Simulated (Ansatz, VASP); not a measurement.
Two plane-wave programs on CuAu

```xyz
2
Lattice="2.6600 0.0000 0.0000 0.0000 2.6600 0.0000 0.0000 0.0000 3.7618" Properties=species:S:1:pos:R:3 pbc="T T T"
Cu    1.3300    1.3300    1.8809
Au    0.0000    0.0000    0.0000
```

Change from the starting cell: strain -0.050 along x and y, +0.025 along z, atoms carried along.

Alike in both runs: task single point; functional PBE; k mesh 18 × 18 × 14; occupations gaussian, width 0.15 eV; no spin polarisation.

|  | VASP | Ansatz |
| --- | --- | --- |
| version | VASP 6.6.1 | Ansatz 0.2.0 |
| potentials or method | VASP PAW PBE potentials, release 64 (Cu, Au) | scalar-relativistic, plane waves, PAW |
| plane-wave cutoff (eV) | 520 | 420 |
| valence electrons in the cell | 22 | 38 |

```csv
,VASP,Ansatz,Ansatz less VASP
gap on the k mesh at the Fermi level (eV),none,none,-
pressure (GPa),24.6,24.8,+0.12
largest component of the traceless stress (GPa),5.69,5.80,+0.114
```

A gap of «none» marks a metal or a gap that the smearing closes. With one functional, cell and mesh, what is left measures potentials, basis and numerics. The two sets of potentials don't hold the same shells in valence.

Caveats: so large a pressure means that the cell lies far from this level's equilibrium, or that cutoff or potentials fall short (VASP). The runs have no spin-orbit coupling, so splittings on Au are missing.
